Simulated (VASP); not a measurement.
# Ta (Im-3m) in VASP: a series of runs

One crystal, Ta, is run at these levels: r2SCAN, PBE, PBEsol; tasks: relaxation of cell and atoms.

Everything below comes from runs of VASP 6.6.1. Logs are shortened: lines on timing, memory, paths and dates and some standing lists are left out, and cuts for length are marked.

### 1 Starting point

Symmetry: Im-3m, No. 229, cubic system. The conventional cell has a = 3.115 Å, b = 3.115 Å, c = 3.115 Å, α = 90.00°, β = 90.00°, γ = 90.00°. Around Ta (site symmetry m-3m) lie 8 Ta at 2.70 Å.

### 2 Relaxation of cell and atoms, r2SCAN, target pressure 50.2 GPa, at which the enthalpy is minimised

File INCAR:

```
SYSTEM = Ta
PREC = Accurate
ENCUT = 600
EDIFF = 1E-7
ISMEAR = 1
SIGMA = 0.1
LREAL = .FALSE.
LASPH = .TRUE.
NELM = 80
ALGO = Normal
ISIF = 3
LWAVE = .FALSE.
LCHARG = .FALSE.
METAGGA = R2SCAN
LMIXTAU = .TRUE.
IBRION = 2
NSW = 90
EDIFFG = -0.005
PSTRESS = 502.0
```

File KPOINTS:

```
Automatic mesh
0
G
  16 16 16
  0 0 0
```

File POSCAR:

```
Ta                                      
1.0
   -1.5576280521      1.5576280521      1.5576280521
    1.5576280521     -1.5576280521      1.5576280521
    1.5576280521      1.5576280521     -1.5576280521
  Ta            
     1
Direct
     0.0000000000000000    0.0000000000000000    0.0000000000000000
```

Potentials or basis: VASP PAW PBE potentials, release 64 (Ta_pv).

The run is started by

```console
> cat potpaw_PBE.64/Ta_pv/POTCAR > POTCAR
> mpirun -np 1 vasp_std > vasp.out
```

OUTCAR:

```text
SYSTEM = Ta
   PREC = Accurate
   ENCUT = 600
   EDIFF = 1E-7
   ISMEAR = 1
   LREAL = .FALSE.
   LASPH = .TRUE.
   NELM = 80
   ISIF = 3
   METAGGA = R2SCAN
   IBRION = 2
   NSW = 90
   EDIFFG = -0.005
   PSTRESS = 502.0

 ion  position               nearest neighbor table
   1  0.000  0.000  0.000-

  LATTYP: Found a body centered cubic cell.
 ALAT       =     3.1152561042

  Lattice vectors:

 A1 = (  -1.5576280521,   1.5576280521,   1.5576280521)
 A2 = (   1.5576280521,  -1.5576280521,   1.5576280521)
 A3 = (   1.5576280521,   1.5576280521,  -1.5576280521)

Analysis of symmetry for initial positions (statically):
=====================================================================
 Subroutine PRICEL returns:
 Original cell was already a primitive cell.

 Routine SETGRP: Setting up the symmetry group for a
 body centered cubic supercell.

 Subroutine GETGRP returns: Found 48 space group operations
 (whereof 48 operations were pure point group operations)
 out of a pool of 48 trial point group operations.

The static configuration has the point symmetry O_h .

Analysis of symmetry for dynamics (positions and initial velocities):
=====================================================================
 Subroutine PRICEL returns:
 Original cell was already a primitive cell.

 Routine SETGRP: Setting up the symmetry group for a
 body centered cubic supercell.

 Subroutine GETGRP returns: Found 48 space group operations
 (whereof 48 operations were pure point group operations)
 out of a pool of 48 trial point group operations.

The dynamic configuration has the point symmetry O_h .

 Subroutine INISYM returns: Found 48 space group operations
 (whereof 48 operations are pure point group operations),
 and found     1 'primitive' translations

----------------------------------------------------------------------------------------

                                     Primitive cell

  volume of cell :      15.1165

  direct lattice vectors                    reciprocal lattice vectors
    -1.557628052  1.557628052  1.557628052     0.000000000  0.321000896  0.321000896
     1.557628052 -1.557628052  1.557628052     0.321000896  0.000000000  0.321000896
     1.557628052  1.557628052 -1.557628052     0.321000896  0.321000896  0.000000000

  length of vectors
     2.697890926  2.697890926  2.697890926     0.453963820  0.453963820  0.453963820

[... 86 lines left out ...]
   POTIM  = 0.5000    time-step for ionic-motion
   TEBEG  =    0.0;   TEEND  =   0.0 temperature during run
   PSTRESS=  502.0 pullay stress
   NELECT =      11.0000    total number of electrons
   NUPDOWN=      -1.0000    fix difference up-down
   EMIN   =  10.00;   EMAX   =-10.00  energy-range for DOS
   EFERMI =   0.00;   METHOD = LEGACY
   ISMEAR =     1;   SIGMA  =   0.10  broadening in eV -4-tet -1-fermi 0-gaus
   EFERMI_NEDOS =   21; number of points for ismear=-14 and -15
   IALGO  =     38    algorithm
   IMIX   =      4    mixing-type and parameters
     AMIX     =   0.40;   BMIX     =  1.00
     AMIX_MAG =   1.60;   BMIX_MAG =  1.00
  volume/ion in A,a.u.               =      15.12       102.01
  Fermi-wavevector in a.u.,A,eV,Ry     =   1.472500  2.782622 29.500917  2.168256
  Thomas-Fermi vector in A             =   2.587507
   LORBIT       =      0    0 simple, 1 ext, 2 COOP (PROOUT), +10 PAW based schemes
   METAGGA = R2SCAN    functional components
   LHFCALC =     F    Hartree Fock is set to
   AEXX    =    0.0000 exact exchange contribution
   IVDW    =     0    specifies the selected vdW correction
   LEPSILON=     F    determine dielectric tensor
   LRPA    =     F    only Hartree local field effects (RPA)
 conjugate gradient relaxation of ions
 non-spin polarized calculation
 Methfessel and Paxton  Order N= 1 SIGMA  =   0.10
  energy-cutoff  :      600.00
  volume of cell :       15.12
 maximum number of plane-waves:       531
 NGX is ok and might be reduce to    24
   NGX = 11   NGY = 11   NGZ = 11

 number of electron      10.9999999 magnetization

 Free energy of the ion-electron system (eV)
  ---------------------------------------------------
  ext. energy  EPLUGINS =         0.00000000
  ---------------------------------------------------
  free energy    TOTEN  =       -48.16510042 eV

  energy without entropy =      -48.16534905  energy(sigma->0) =      -48.16518330

 E-fermi :   6.8547     XC(G=0): -14.8233

 val. band max:        6.8528373624   @ k =   0.3125   0.0000   0.0000
 cond. band min:       6.8729856194   @ k =   0.0625   0.0625   0.0625
 fundamental gap:      0.0201482570
 Fermi energy:         6.8547407149

 k-point     1 :       0.0000    0.0000    0.0000
  band No.  band energies     occupation
      1     -26.6394      2.00000
      2     -26.6394      2.00000
      3     -26.6394      2.00000
      4      -2.1089      2.00000
      5       7.6257     -0.00000
      6       7.6257     -0.00000
      7       7.6257     -0.00000
      8      11.7730      0.00000
      9      11.7730      0.00000
[... 265 lines left out ...]
 k-point    24 :       0.2500    0.1875    0.0000
  band No.  band energies     occupation
      1     -28.3351      2.00000
      2     -27.3390      2.00000
      3     -26.8295      2.00000
      4       2.6601      2.00000
      5       5.0921      2.00000
      6       6.1661      2.00000
      7      10.9353      0.00000
      8      13.0527      0.00000
      9      15.4379      0.00000

 [... further k-points ...]

------------------------ aborting loop because EDIFF is reached ----------------------------------------

  FORCE on cell =-STRESS in cart. coord.  units (eV):
  Direction    XX          YY          ZZ          XY          YZ          ZX
  --------------------------------------------------------------------------------------
  -------------------------------------------------------------------------------------
  Total        4.7355364      4.7355364      4.7355364      0.0000000     -0.0000000     -0.0000000
  in kB      501.9130550    501.9130550    501.9130550      0.0000000     -0.0000000     -0.0000000
  external PRESSURE =      -0.0869450 kB  Pullay stress =     502.0000000 kB

 VOLUME and BASIS-vectors are now :
 -----------------------------------------------------------------------------
  energy-cutoff  :      600.00
  volume of cell :       15.12
      direct lattice vectors                 reciprocal lattice vectors
    -1.557628052  1.557628052  1.557628052     0.000000000  0.321000896  0.321000896
     1.557628052 -1.557628052  1.557628052     0.321000896  0.000000000  0.321000896
     1.557628052  1.557628052 -1.557628052     0.321000896  0.321000896  0.000000000

 POSITION                                       TOTAL-FORCE (eV/Angst)
 -----------------------------------------------------------------------------------
      0.00000      0.00000      0.00000        -0.000000      0.000000     -0.000000
 -----------------------------------------------------------------------------------
    total drift:                                0.000000      0.000000     -0.000000

  FREE ENERGIE OF THE ION-ELECTRON SYSTEM (eV)
  ---------------------------------------------------
  free  energy   TOTEN  =       -48.1651004209 eV

  energy  without entropy=      -48.1653490473  energy(sigma->0) =      -48.16518330

  enthalpy is  TOTEN    =       -43.4287436775 eV   P V=        4.7363567434

 reached required accuracy - stopping structural energy minimisation
```

OSZICAR:

```text
N       E                     dE             d eps       ncg     rms          rms(c)
DAV:   1     0.143438817735E+02    0.14344E+02   -0.73801E+03  2618   0.138E+03
DAV:   2    -0.506369062577E+02   -0.64981E+02   -0.63751E+02  3263   0.281E+02
DAV:   3    -0.513091467679E+02   -0.67224E+00   -0.64936E+00  3077   0.290E+01
DAV:   4    -0.513136224285E+02   -0.44757E-02   -0.44707E-02  3123   0.177E+00
DAV:   5    -0.513136496679E+02   -0.27239E-04   -0.27236E-04  2927   0.111E-01    0.193E+01
DAV:   6    -0.476724609014E+02    0.36412E+01   -0.11274E+00  2691   0.154E+01    0.842E+00
DAV:   7    -0.484701251408E+02   -0.79766E+00   -0.21360E-01  2630   0.626E+00    0.276E+00
DAV:   8    -0.479571280636E+02    0.51300E+00   -0.28599E-01  2622   0.742E+00    0.428E-01
DAV:   9    -0.481618022397E+02   -0.20467E+00   -0.28359E-02  2650   0.213E+00    0.345E-01
DAV:  10    -0.481643981658E+02   -0.25959E-02   -0.18581E-03  2771   0.564E-01    0.184E-01
DAV:  11    -0.481661390833E+02   -0.17409E-02   -0.12638E-03  2645   0.521E-01    0.227E-02
DAV:  12    -0.481650987418E+02    0.10403E-02   -0.58728E-04  2705   0.330E-01    0.303E-02
DAV:  13    -0.481651007264E+02   -0.19845E-05   -0.78685E-06  3386   0.399E-02    0.208E-02
DAV:  14    -0.481650961230E+02    0.46033E-05   -0.34942E-06  2773   0.303E-02    0.541E-03
DAV:  15    -0.481651001154E+02   -0.39923E-05   -0.31544E-06  2716   0.255E-02    0.428E-03
DAV:  16    -0.481651004096E+02   -0.29426E-06   -0.90177E-08  1458   0.394E-03    0.280E-03
DAV:  17    -0.481651004209E+02   -0.11300E-07   -0.45273E-08  1370   0.301E-03
   1 F= -.43428744E+02 E0= -.43428827E+02  d E =-.434287E+02
```

CONTCAR:

```text
Ta
   1.00000000000000
    -1.5576280521000001    1.5576280521000001    1.5576280521000001
     1.5576280521000001   -1.5576280521000001    1.5576280521000001
     1.5576280521000001    1.5576280521000001   -1.5576280521000001
  Ta
     1
Direct
     0.0000000000000000    0.0000000000000000    0.0000000000000000

  0.00000000E+00  0.00000000E+00  0.00000000E+00
```

Wall time 37 s (1 thread of Intel Xeon 6975P-C (Granite Rapids), shared host); peak memory 0.16 GiB.

Results:

- Free energy: -48.1651 eV
- Pressure after relaxing: 50.2 GPa
- Band gap on the k mesh: none (metal or under the smearing width)

Final structure:
```
Ta
1.0
    -1.55763    1.55763    1.55763
     1.55763   -1.55763    1.55763
     1.55763    1.55763   -1.55763
Ta
1
Direct
  0.00000 0.00000 0.00000
```

Caveat: the relaxation stopped at its first step, so nothing moved; the cell is relaxed towards a set pressure, so the enthalpy falls and the energy may rise; the PAW data sets were made with another functional, which shifts forces and pressure a little. Spin-orbit coupling is left out, which matters for the levels of Ta.

### 3 Relaxation of cell and atoms, PBE, target pressure 50.2 GPa, at which the enthalpy is minimised

This run uses another cell than the first one, of 18.01 Å³/atom, 1.191 times its volume.

File INCAR:

```
SYSTEM = Ta
  PREC = Accurate
  ENCUT = 600
  EDIFF = 1E-6
  ISMEAR = 1
  SIGMA = 0.1
  LREAL = .False.
  LASPH = .True.
  NELM = 80
  ALGO = Normal
  ISIF = 3
  LWAVE = .False.
  LCHARG = .False.
  GGA = PE
  IBRION = 2
  NSW = 90
  EDIFFG = -0.01
  PSTRESS = 502.0
```

File KPOINTS:

```
regular mesh
0
Gamma
  16 16 16
  0 0 0
```

File POSCAR:

```
Ta
1.0
   -1.6512800000      1.6512800000      1.6512800000
    1.6512800000     -1.6512800000      1.6512800000
    1.6512800000      1.6512800000     -1.6512800000
Ta
1
Direct
    0.0000000000      0.0000000000      0.0000000000
```

Potentials or basis: VASP PAW PBE potentials, release 64 (Ta_pv).

The run is started by

```console
> cat potpaw_PBE.64/Ta_pv/POTCAR > POTCAR
> mpirun -np 1 vasp_std > vasp.out
```

OUTCAR:

```text
SYSTEM = Ta
   PREC = Accurate
   ENCUT = 600
   EDIFF = 1E-6
   ISMEAR = 1
   LREAL = .False.
   LASPH = .True.
   NELM = 80
   ISIF = 3
   GGA = PE
   IBRION = 2
   NSW = 90
   EDIFFG = -0.01
   PSTRESS = 502.0

 ion  position               nearest neighbor table
   1  0.000  0.000  0.000-

  LATTYP: Found a body centered cubic cell.
 ALAT       =     3.3025600000

  Lattice vectors:

 A1 = (  -1.6512800000,   1.6512800000,   1.6512800000)
 A2 = (   1.6512800000,  -1.6512800000,   1.6512800000)
 A3 = (   1.6512800000,   1.6512800000,  -1.6512800000)

Analysis of symmetry for initial positions (statically):
=====================================================================
 Subroutine PRICEL returns:
 Original cell was already a primitive cell.

 Routine SETGRP: Setting up the symmetry group for a
 body centered cubic supercell.

 Subroutine GETGRP returns: Found 48 space group operations
 (whereof 48 operations were pure point group operations)
 out of a pool of 48 trial point group operations.

The static configuration has the point symmetry O_h .

Analysis of symmetry for dynamics (positions and initial velocities):
=====================================================================
 Subroutine PRICEL returns:
 Original cell was already a primitive cell.

 Routine SETGRP: Setting up the symmetry group for a
 body centered cubic supercell.

 Subroutine GETGRP returns: Found 48 space group operations
 (whereof 48 operations were pure point group operations)
 out of a pool of 48 trial point group operations.

The dynamic configuration has the point symmetry O_h .

 Subroutine INISYM returns: Found 48 space group operations
 (whereof 48 operations are pure point group operations),
 and found     1 'primitive' translations

----------------------------------------------------------------------------------------

                                     Primitive cell

[... 113 lines left out ...]
   GGA     = PE    functional components
   LHFCALC =     F    Hartree Fock is set to
   AEXX    =    0.0000 exact exchange contribution
   IVDW    =     0    specifies the selected vdW correction
   LEPSILON=     F    determine dielectric tensor
   LRPA    =     F    only Hartree local field effects (RPA)
 conjugate gradient relaxation of ions
 non-spin polarized calculation
 Methfessel and Paxton  Order N= 1 SIGMA  =   0.10
  energy-cutoff  :      600.00
  volume of cell :       18.01
 maximum number of plane-waves:       616
   NGX = 11   NGY = 11   NGZ = 11

--------------------------------------- Ionic step        1  -------------------------------------------

 number of electron      11.0000002 magnetization

 Free energy of the ion-electron system (eV)
  ---------------------------------------------------
  ext. energy  EPLUGINS =         0.00000000
  ---------------------------------------------------
  free energy    TOTEN  =       -11.80600336 eV

  energy without entropy =      -11.80564443  energy(sigma->0) =      -11.80588372

------------------------ aborting loop because EDIFF is reached ----------------------------------------

  FORCE on cell =-STRESS in cart. coord.  units (eV):
  Direction    XX          YY          ZZ          XY          YZ          ZX
  --------------------------------------------------------------------------------------
  -------------------------------------------------------------------------------------
  Total        0.3832369      0.3832369      0.3832369     -0.0000000     -0.0000000      0.0000000
  in kB       34.0922581     34.0922581     34.0922581     -0.0000000     -0.0000000      0.0000000
  external PRESSURE =    -467.9077419 kB  Pullay stress =     502.0000000 kB
[... 24 lines left out ...]
--------------------------------------- Ionic step        2  -------------------------------------------

 number of electron      11.0000000 magnetization

 E-fermi :  16.9421     XC(G=0): -17.8427

 val. band max:       16.8934220429   @ k =  -0.2500   0.3125   0.1875
 cond. band min:      16.9692784243   @ k =  -0.4375  -0.4375   0.2500
 fundamental gap:      0.0758563814
 Fermi energy:        16.9421231689

 k-point     1 :       0.0000    0.0000    0.0000
  band No.  band energies     occupation
      1     -13.8000      2.00000
      2     -13.8000      2.00000
      3     -13.8000      2.00000
      4       8.0913      2.00000
      5      14.4992      2.00000
      6      14.4992      2.00000
      7      14.4992      2.00000
      8      21.7858      0.00000
      9      21.7858      0.00000
[... 386 lines left out ...]
--------------------------------------- Ionic step        5  -------------------------------------------

 number of electron      11.0000000 magnetization

 Free energy of the ion-electron system (eV)
  ---------------------------------------------------
  ext. energy  EPLUGINS =         0.00000000
  ---------------------------------------------------
  free energy    TOTEN  =       -11.38950741 eV

  energy without entropy =      -11.38918794  energy(sigma->0) =      -11.38940092

 E-fermi :   6.9843     XC(G=0): -13.5036

 val. band max:        6.9836351838   @ k =   0.3125   0.0000   0.0000
 cond. band min:       7.0030141599   @ k =  -0.3750   0.5000   0.0625
 fundamental gap:      0.0193789761
 Fermi energy:         6.9843107003

 k-point     1 :       0.0000    0.0000    0.0000
  band No.  band energies     occupation
      1     -25.4349      2.00000
      2     -25.4349      2.00000
      3     -25.4349      2.00000
      4      -1.5775      2.00000
      5       7.6400     -0.00000
      6       7.6400     -0.00000
      7       7.6400     -0.00000
      8      11.5419      0.00000
      9      11.5419      0.00000
[... 308 lines left out ...]
  energy  without entropy=      -11.3891879419  energy(sigma->0) =      -11.38940092

  enthalpy is  TOTEN    =        -6.6214173228 eV   P V=        4.7680900890

 reached required accuracy - stopping structural energy minimisation
```

OSZICAR:

```text
N       E                     dE             d eps       ncg     rms          rms(c)
DAV:   1     0.524644665765E+02    0.52464E+02   -0.71137E+03  2610   0.131E+03
DAV:   2    -0.114927100046E+02   -0.63957E+02   -0.62944E+02  3248   0.266E+02
[... 39 lines left out ...]
       N       E                     dE             d eps       ncg     rms          rms(c)
DAV:   1    -0.114162214054E+02    0.68773E-01   -0.92431E-01  2670   0.144E+01    0.178E+00
DAV:   2    -0.113946662973E+02    0.21555E-01   -0.27053E-02  2688   0.224E+00    0.624E-01
DAV:   3    -0.113893891198E+02    0.52772E-02   -0.16114E-02  2697   0.166E+00    0.219E-01
DAV:   4    -0.113895084516E+02   -0.11933E-03   -0.22430E-04  3068   0.178E-01    0.211E-02
DAV:   5    -0.113895078616E+02    0.58995E-06   -0.17882E-05  2724   0.525E-02    0.124E-02
DAV:   6    -0.113895074119E+02    0.44975E-06   -0.33456E-07  1478   0.839E-03
   5 F= -.66214173E+01 E0= -.66213108E+01  d E =-.458482E+00
```

Run time: 24 s. Hardware: 1 thread of Intel Xeon 6975P-C (Granite Rapids), shared host; peak memory 0.18 GiB.

What came out:

| Quantity | Value |
| --- | --- |
| Free energy | -11.3895 eV |
| Relaxed volume | 15.22 Å³/atom |
| Relaxed cell | a = 2.704 Å, b = 2.704 Å, c = 2.704 Å, α = 109.47°, β = 109.47°, γ = 109.47° |
| Space group after relaxing (to 0.05 Å) | Im-3m (No. 229) |
| Energy change on relaxing (the enthalpy is what falls) | +416.5 meV/atom |
| Ionic steps | 5 |
| Pressure after relaxing | 50.3 GPa |
| Band gap on the k mesh | none (metal or under the smearing width) |

The path:
| step | energy change (eV) | largest force (eV/Å) | pressure (GPa) | volume (Å³) |
| --- | --- | --- | --- | --- |
| 1 | 0.0000 | 0.0000 | 3.41 | 18.01 |
| 2 | 15.7890 | 0.0000 | 1023.58 | 7.48 |
| 3 | 0.2442 | 0.0000 | 36.03 | 15.86 |
| 4 | 0.3210 | 0.0000 | 42.68 | 15.55 |
| 5 | 0.4165 | 0.0000 | 50.26 | 15.22 |

Final structure:
```cif
data_structure
_symmetry_space_group_name_H-M 'P 1'
_symmetry_Int_Tables_number 1
_cell_length_a 2.7039
_cell_length_b 2.7039
_cell_length_c 2.7039
_cell_angle_alpha 109.471
_cell_angle_beta 109.471
_cell_angle_gamma 109.471
_cell_volume 15.22
loop_
_atom_site_label
_atom_site_type_symbol
_atom_site_fract_x
_atom_site_fract_y
_atom_site_fract_z
_atom_site_occupancy
Ta1 Ta 0.00000 0.00000 0.00000 1
```

Caveat: the cell is relaxed towards a set pressure, so the enthalpy falls and the energy may rise; the volume moved by over 15 % at a fixed basis, so the end points are rough. The run has no spin-orbit coupling, so splittings on Ta are missing.

(Part 1 of 2 ends here.)
